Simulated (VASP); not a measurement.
Set up this calculation in VASP 6.6.1, as the native input.

- Task: single point
- Functional: PBE
- Potentials or basis: VASP PAW PBE potentials, release 64 (Mn_pv, Sn_d)
- Cutoff: 520 eV
- k mesh: 12 × 12 × 12
- Occupations: gaussian, width 0.1 eV
- Spin: collinear spin, typed start
- Starting moments: [4.0, 4.0, 4.0, 0.0] μB
- Dipole correction: no
- Further INCAR settings: ALGO = Fast; EDIFF = 1e-06; NBANDS = 38

The structure of Mn3Sn lies in POSCAR:

```
Mn3Sn
1.0
    0.0000000000      2.9892782581      2.9892782581
    2.9892782581      0.0000000000      2.9892782581
    2.9892782581      2.9892782581      0.0000000000
Mn Sn
3 1
Direct
    0.7500000000      0.7500000000      0.7500000000
    0.2500000000      0.2500000000      0.2500000000
    0.5000000000      0.5000000000      0.5000000000
    0.0000000000      0.0000000000      0.0000000000
```

Measurements of this composition are mostly on another form, of space group No. 194.

The cell isn't the ideal one: functional PBE, strained and moved within the space group.

The input as run:

INCAR

```
SYSTEM = Mn3Sn
  ALGO = Fast
  EDIFF = 1E-6
  ENCUT = 520
  GGA = PE
  ISIF = 2
  ISMEAR = 0
  ISPIN = 2
  LASPH = .True.
  LCHARG = .False.
  LMAXMIX = 4
  LORBIT = 11
  LREAL = .False.
  LWAVE = .False.
  MAGMOM = 4 4 4 0
  NBANDS = 38
  NELM = 150
  PREC = Accurate
  SIGMA = 0.1
```

KPOINTS

```
k-points
0
Gamma
  12 12 12
  0 0 0
```

Potentials or basis: VASP PAW PBE potentials, release 64 (Mn_pv, Sn_d).

Run with:

```bash
$ cat potpaw_PBE.64/Mn_pv/POTCAR potpaw_PBE.64/Sn_d/POTCAR > POTCAR
$ mpirun -np 1 vasp_std > vasp.out
```

Results of the run:

```yaml
Pressure: 11.2 GPa
Band_gap_on_the_k_mesh: none (metal or under the smearing width)
Net_moment: 6.58 μB per cell
Site_moments: Mn +2.47, +1.65; Sn -0.10 μB
Valence_electrons_inside_the_program's_atomic_spheres: Mn 11.81, 11.77; Sn 12.70
```

It took 2.8 min on 1 thread of Intel(R) Xeon(R) 6975P-C (Granite Rapids), with other jobs on the host, peak memory 0.35 GiB.
